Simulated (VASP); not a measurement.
The system is LiCl.

```
Li Cl
1.0
     0.00000    2.56477    2.56477
     2.56477    0.00000    2.56477
     2.56477    2.56477    0.00000
Li Cl
1 1
Direct
  0.00000 0.00000 0.00000
  0.50000 0.50000 0.50000
```

- Program: VASP 6.6.1
- Task: relaxation of cell and atoms
- Functional: LDA
- Potentials or basis: VASP PAW LDA potentials, release 64 (Li_sv, Cl)
- Cutoff: 600 eV
- k mesh: 10 × 10 × 10
- Occupations: gaussian, width 0.03 eV
- Spin: no spin polarisation

At the start: pressure -3.3 GPa; volume 16.87 Å³/atom.

Question: Where does the relaxation end?

Answer: Over 4 steps the energy falls by 18.2 meV/atom and the volume is 15.25 Å³/atom (-9.6 %); space group Fm-3m (No. 225, to 0.05 Å).

Step by step:
| step | energy change (eV) | largest force (eV/Å) | pressure (GPa) | volume (Å³) |
| --- | --- | --- | --- | --- |
| 1 | 0.0000 | 0.0000 | -3.30 | 33.74 |
| 2 | -0.0271 | 0.0000 | -1.83 | 32.08 |
| 3 | -0.0362 | 0.0000 | -0.24 | 30.70 |
| 4 | -0.0364 | 0.0000 | 0.02 | 30.51 |

Final structure:
```
Li Cl
1.0
     0.00000    2.48001    2.48001
     2.48001    0.00000    2.48001
     2.48001    2.48001    0.00000
Li Cl
1 1
Direct
  0.00000 0.00000 0.00000
  0.50000 0.50000 0.50000
```

Caveat: the cutoff is under 1.25 times the usual one of these potentials, so pressure, stress and relaxed cells hold a basis-set (Pulay) error.
